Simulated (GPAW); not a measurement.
# NaCl (Pm-3m) in GPAW: equation of state

How stiff is NaCl in PBEsol, and what volume does it want? The cell is scaled to several volumes.

Everything below comes from runs of GPAW 26.7.0. Logs are shortened: lines on timing, memory, paths and dates and some standing lists are left out, and cuts for length are marked. The log counts tension as positive stress, the text compression.

### Step 1. Starting point

It takes space group Pm-3m (No. 221, cubic). The conventional cell has a = 3.502 Å, b = 3.502 Å, c = 3.502 Å, α = 90.00°, β = 90.00°, γ = 90.00°. Cl (site symmetry m-3m) has 8 Na at 3.03 Å as nearest neighbours. Na (site symmetry m-3m) is surrounded by 8 Cl at 3.03 Å.

Measurements of this composition are mostly on another form, of space group No. 225.

### Step 2. Equation of state, PBEsol

run.py

```python
from ase import Atoms
from ase.eos import EquationOfState
from ase.io import Trajectory
from ase.units import GPa
from gpaw import GPAW, PW, setup_paths

setup_paths.insert(0, '.')

atoms = Atoms(['Cl', 'Na'],
              cell=[[3.50219, 0.0, 0.0],
                    [0.0, 3.50219, 0.0],
                    [0.0, 0.0, 3.50219]],
              scaled_positions=[[0.5, 0.5, 0.5],
                                [0.0, 0.0, 0.0]],
              pbc=True)

traj = Trajectory('eos.traj', 'w')
volumes, energies = [], []
for x in [0.94, 0.96, 0.98, 1.0, 1.02, 1.04, 1.06]:
    a = atoms.copy()
    a.set_cell(atoms.cell * x**(1 / 3), scale_atoms=True)
    calc = GPAW(mode=PW(800),
                xc='PBEsol',
                kpts={'size': (8, 8, 8), 'gamma': True},
                occupations={'name': 'fermi-dirac', 'width': 0.05},
                nbands=15,
                convergence={'density': 1e-05, 'energy': 1e-05},
                maxiter=150,
                txt=f'eos-{x:.2f}.txt')
    a.calc = calc
    energies.append(a.get_potential_energy(force_consistent=True))
    volumes.append(a.get_volume())
    p = -a.get_stress()[:3].mean() / GPa
    calc.write(f'eos-{x:.2f}.gpw')
    traj.write(a)
    print(f'{x:.2f} {volumes[-1]:10.4f} A^3 {energies[-1]:14.6f} eV {p:9.3f} GPa', flush=True)

v0, e0, B = EquationOfState(volumes, energies, eos='birchmurnaghan').fit()
print(f'V0 = {v0:.4f} A^3, E0 = {e0:.6f} eV, B0 = {B / GPa:.2f} GPa')
```

Potentials or basis: PAW data sets generated in the run's folder for this functional, pw.

Launch:

```sh
$ gpaw-setup -f PBEsol Cl Na
$ OMP_NUM_THREADS=1 python run.py
```

The program printed:

```text
__  _  _
 | _ |_)|_||  |
 |__||  | ||/\| - 26.7.0

Input parameters:
  mode=PW(ecut=800.0),
  convergence={'density': 1e-05, 'energy': 1e-05},
  kpts=MonkhorstPack(size=(8, 8, 8), gamma=True),
  maxiter=150,
  nbands=15,
  occupations=Occupations(name='fermi-dirac', width=0.05),
  xc=XC(name='PBEsol')

Diagonalizing LCAO Hamiltonian
Converting LCAO to pw mode
   .-------.
  /|       |
 * |       |
 | |  Cl   |
 | .-------.
 |/       /
 Na------*

Atoms  # Å, Bohr magnetons
|   | symbol |        x |        y |        z |    initial magnetic moments |
|---|--------|----------|----------|----------|-----------------------------|
| 0 |     Cl | 1.715348 | 1.715348 | 1.715348 | ( 0.0000,  0.0000,  0.0000) |
| 1 |     Na | 0.000000 | 0.000000 | 0.000000 | ( 0.0000,  0.0000,  0.0000) |

Unit cell  # Å
| periodic |        x |        y |        z |  lengths |    angles |
|----------|----------|----------|----------|----------|-----------|
|      yes | 3.430697 | 0.000000 | 0.000000 | 3.430697 | 90.000000 |
|      yes | 0.000000 | 3.430697 | 0.000000 | 3.430697 | 90.000000 |
|      yes | 0.000000 | 0.000000 | 3.430697 | 3.430697 | 90.000000 |

Number of symmetries: 48
Symmetry operations  # r_c * U_cc + t_c -> r_c
|    | kind |            matrix            |
|----|------|------------------------------|
|  0 |  E   |  1, 0, 0,  0, 1, 0,  0, 0, 1 |
|  1 |  σ   |  1, 0, 0,  0, 1, 0,  0, 0,-1 |
|  2 |  σ   |  1, 0, 0,  0, 0, 1,  0, 1, 0 |
|  3 |  C4  |  1, 0, 0,  0, 0, 1,  0,-1, 0 |
|  4 |  C4  |  1, 0, 0,  0, 0,-1,  0, 1, 0 |
|  5 |  σ   |  1, 0, 0,  0, 0,-1,  0,-1, 0 |
|  6 |  σ   |  1, 0, 0,  0,-1, 0,  0, 0, 1 |
|  7 |  C2  |  1, 0, 0,  0,-1, 0,  0, 0,-1 |
|  8 |  σ   |  0, 1, 0,  1, 0, 0,  0, 0, 1 |
|  9 |  C2  |  0, 1, 0,  1, 0, 0,  0, 0,-1 |
| 10 |  C3  |  0, 1, 0,  0, 0, 1,  1, 0, 0 |
| 11 |  S6  |  0, 1, 0,  0, 0, 1, -1, 0, 0 |
| 12 |  S6  |  0, 1, 0,  0, 0,-1,  1, 0, 0 |
| 13 |  C3  |  0, 1, 0,  0, 0,-1, -1, 0, 0 |
| 14 |  C4  |  0, 1, 0, -1, 0, 0,  0, 0, 1 |
| 15 |  S4  |  0, 1, 0, -1, 0, 0,  0, 0,-1 |
| 16 |  C3  |  0, 0, 1,  1, 0, 0,  0, 1, 0 |
| 17 |  S6  |  0, 0, 1,  1, 0, 0,  0,-1, 0 |
| 18 |  σ   |  0, 0, 1,  0, 1, 0,  1, 0, 0 |
| 19 |  C4  |  0, 0, 1,  0, 1, 0, -1, 0, 0 |
| 20 |  C2  |  0, 0, 1,  0,-1, 0,  1, 0, 0 |
| 21 |  S4  |  0, 0, 1,  0,-1, 0, -1, 0, 0 |
| 22 |  S6  |  0, 0, 1, -1, 0, 0,  0, 1, 0 |
| 23 |  C3  |  0, 0, 1, -1, 0, 0,  0,-1, 0 |
| 24 |  S6  |  0, 0,-1,  1, 0, 0,  0, 1, 0 |
| 25 |  C3  |  0, 0,-1,  1, 0, 0,  0,-1, 0 |
| 26 |  C4  |  0, 0,-1,  0, 1, 0,  1, 0, 0 |
| 27 |  σ   |  0, 0,-1,  0, 1, 0, -1, 0, 0 |
| 28 |  S4  |  0, 0,-1,  0,-1, 0,  1, 0, 0 |
| 29 |  C2  |  0, 0,-1,  0,-1, 0, -1, 0, 0 |
| 30 |  C3  |  0, 0,-1, -1, 0, 0,  0, 1, 0 |
| 31 |  S6  |  0, 0,-1, -1, 0, 0,  0,-1, 0 |
| 32 |  C4  |  0,-1, 0,  1, 0, 0,  0, 0, 1 |
| 33 |  S4  |  0,-1, 0,  1, 0, 0,  0, 0,-1 |
| 34 |  S6  |  0,-1, 0,  0, 0, 1,  1, 0, 0 |
| 35 |  C3  |  0,-1, 0,  0, 0, 1, -1, 0, 0 |
| 36 |  C3  |  0,-1, 0,  0, 0,-1,  1, 0, 0 |
| 37 |  S6  |  0,-1, 0,  0, 0,-1, -1, 0, 0 |
| 38 |  σ   |  0,-1, 0, -1, 0, 0,  0, 0, 1 |
| 39 |  C2  |  0,-1, 0, -1, 0, 0,  0, 0,-1 |
| 40 |  σ   | -1, 0, 0,  0, 1, 0,  0, 0, 1 |
| 41 |  C2  | -1, 0, 0,  0, 1, 0,  0, 0,-1 |
| 42 |  C2  | -1, 0, 0,  0, 0, 1,  0, 1, 0 |
| 43 |  S4  | -1, 0, 0,  0, 0, 1,  0,-1, 0 |
| 44 |  S4  | -1, 0, 0,  0, 0,-1,  0, 1, 0 |
| 45 |  C2  | -1, 0, 0,  0, 0,-1,  0,-1, 0 |
| 46 |  C2  | -1, 0, 0,  0,-1, 0,  0, 0, 1 |
| 47 |  i   | -1, 0, 0,  0,-1, 0,  0, 0,-1 |

BZ-sampling:
  Number of BZ points: 512
  Number of IBZ points: 35

  Monkhorst-Pack size: [8, 8, 8]
  Monkhorst-Pack shift: [0.0625, 0.0625, 0.0625]

K-points  # in reciprocal-cell coordinates
|     |                                coordinates |     weight |
|-----|--------------------------------------------|------------|
|   0 | (  0.00000000,   0.00000000,   0.00000000) | 0.00195312 |
|   1 | (  0.12500000,   0.00000000,   0.00000000) | 0.01171875 |
|   2 | (  0.12500000,   0.12500000,   0.00000000) | 0.02343750 |
|   3 | (  0.12500000,   0.12500000,   0.12500000) | 0.01562500 |
|   4 | (  0.25000000,   0.00000000,   0.00000000) | 0.01171875 |
|   5 | (  0.25000000,   0.12500000,   0.00000000) | 0.04687500 |
|   6 | (  0.25000000,   0.12500000,   0.12500000) | 0.04687500 |
|   7 | (  0.25000000,   0.25000000,   0.00000000) | 0.02343750 |
|   8 | (  0.25000000,   0.25000000,   0.12500000) | 0.04687500 |
|   9 | (  0.25000000,   0.25000000,   0.25000000) | 0.01562500 |
| ... |                                            |            |
|  34 | (  0.50000000,   0.50000000,   0.50000000) | 0.00195312 |

Plane wave coefficients: 2103
Cutoff: 800.0 eV

Spin-components: 1 (collinear spins)
Bands:           15
Projectors:      10
Spin-degeneracy: 2
Datatype:        complex128

Parallelization:
  kpt:    1
  domain: 1
  band:   1

Density:
  Valence electrons: 14.0
  Components: 1
  Grid points: [24 24 24]
  Charge: 0.0  # |e|

Potential:
  Grid points: [24 24 24]

species:
  Cl:
    name:    Chlorine
    Z:       17.0
    valence: 7
    core:    10
    charge:  0.0  # [|e|]
    compensation charges:
      type: gauss
      rc: 0.25  # [Å]
      lmax: 2
    cutoffs:
      filter: 1.40  # [Å]
      core: 1.49  # [Å]
    projectors
    | kind |    occ | energy [eV] | rcut [Å] |
    |------|--------|-------------|----------|
    |   3s |  2.000 |     -20.615 |    0.794 |
    |   3p |  5.000 |      -8.561 |    0.794 |
    |    s |        |       6.597 |    0.794 |
    |    p |        |      18.651 |    0.794 |
    |    d |        |       0.000 |    0.794 |

    Using partial waves for Cl as LCAO basis

  Na:
    name:    Sodium
    Z:       11.0
    valence: 7
    core:    4
    charge:  0.0  # [|e|]
    compensation charges:
      type: gauss
      rc: 0.37  # [Å]
      lmax: 2
    cutoffs:
      filter: 2.17  # [Å]
      core: 2.59  # [Å]
    projectors
    | kind |    occ | energy [eV] | rcut [Å] |
    |------|--------|-------------|----------|
    |   3s |  1.000 |      -2.705 |    1.201 |
    |   2p |  6.000 |     -28.654 |    1.217 |
    |   3p |  0.000 |      -0.730 |    1.217 |
    |    s |        |      24.506 |    1.201 |
    |    d |        |       0.000 |    1.238 |

    Using partial waves for Na as LCAO basis

Reference energy: -16944.086710  # eV

eigensolver:
  PPCG
  Converge bands: occupied
  niter=2

density mixing:
  MSR1-Mixer
  Pratt-step length: 0.05
  Maximum mixing coefficient: 0.75
  Old densities: 10
  SVD Regularization: 0.005
  Good broyden scale: 1.0
  Trust region scale: 1.0
  Backstep threshold: 4.0
  History deletion threshold: 6.0
  Fourier metric: weight=20.0, sigma=0.015

occupation numbers:
  Fermi-Dirac:
    width: 0.0500  # eV

poisson solver:
  ecut: 6400.0  # eV

xc functional:
  name: PBEsol with 2 nearest neighbor stencil

convergence criteria:
[... 6 lines left out ...]
|iter     | |      energy | eigst |  dens |
|---------|-|-------------|-------|-------|
|iter:   1| |   -6.811705 | -0.64 |       |
|iter:   2| |   -6.796793 | -2.70 | -1.39 |
|iter:   3| |   -6.725762 | -2.50 | -1.42 |
|iter:   4| |   -6.726776 | -3.98 | -1.92 |
|iter:   5| |   -6.727119 | -4.76 | -2.44 |
|iter:   6| |   -6.727137 | -6.06 | -3.30 |
|iter:   7| |   -6.727139c| -7.53c| -3.86 |
|iter:   8| |   -6.727139c| -8.62c| -4.59 |
|iter:   9| |   -6.727139c| -9.28c| -5.51c|

Converged in 9 steps
Energy contributions relative to reference atoms: (reference = -16944.086710)

Energy contributions:
  Kinetic:           7.536454
  Coulomb:          -7.329222
  Zero:              0.041302
  External:          0.000000
  Xc:               -6.975672
  Entropy:          -0.000000
  Spinorbit:         0.000000
  ----------------------------
  Free energy:      -6.727139
  Extrapolated:     -6.727139

dipole moment: (-3.204949, -3.204949, -3.204949)  # |e|*Ang

Fermi level: 2.710
Eigenvalues  # (at kpt = [0.000, 0.000, 0.000])
| band index |      eig [eV] | occ [0-2] |
|------------|---------------|-----------|
|          0 |       -20.826 |     2.000 |
|          1 |       -20.826 |     2.000 |
|          2 |       -20.826 |     2.000 |
|          3 |       -12.557 |     2.000 |
|          4 |         0.488 |     2.000 |
|          5 |         0.488 |     2.000 |
|          6 |         0.488 |     2.000 |
|          7 |         5.088 |     0.000 |
|          8 |         9.311 |     0.000 |
|          9 |         9.311 |     0.000 |
|         10 |        16.738 |     0.000 |
|         11 |        16.738 |     0.000 |
|         12 |        17.284 |     0.000 |
|         13 |        17.284 |     0.000 |
|         14 |        17.284 |     0.000 |

Gap: 4.047 eV
Transition (v -> c):
  (s=0, k=30, n=6, [0.50, 0.50, 0.00]) -> (s=0, k=0, n=7, [0.00, 0.00, 0.00])
Direct/indirect transitions are different
Direct gap: 4.600 eV
Transition at: (s=0, k=0, n=6, [0.00, 0.00, 0.00])

Stress tensor  # eV/Ang^3
|         x |         y |         z |
|-----------|-----------|-----------|
| -0.002668 |  0.000000 |  0.000000 |
|  0.000000 | -0.002668 |  0.000000 |
|  0.000000 |  0.000000 | -0.002668 |

# Writing to eos-0.94.gpw (mode='')
```

Run time: 63 s. Hardware: 1 thread of Intel Xeon 6975P-C (Granite Rapids), shared host; peak memory 0.28 GiB.

Results:

| Property | Result |
| --- | --- |
| Equilibrium volume | 20.50 Å³/atom |
| Bulk modulus | 29 GPa |
| Pressure derivative of the bulk modulus | 4.7 |

Energy against volume, from the lowest point:
```
volume (Å³/atom)  energy (meV/atom)
          20.189               0.36
          20.619               0.00
          21.048               1.19
          21.478               3.76
          21.907               7.55
          22.337              12.42
          22.766              18.26
```
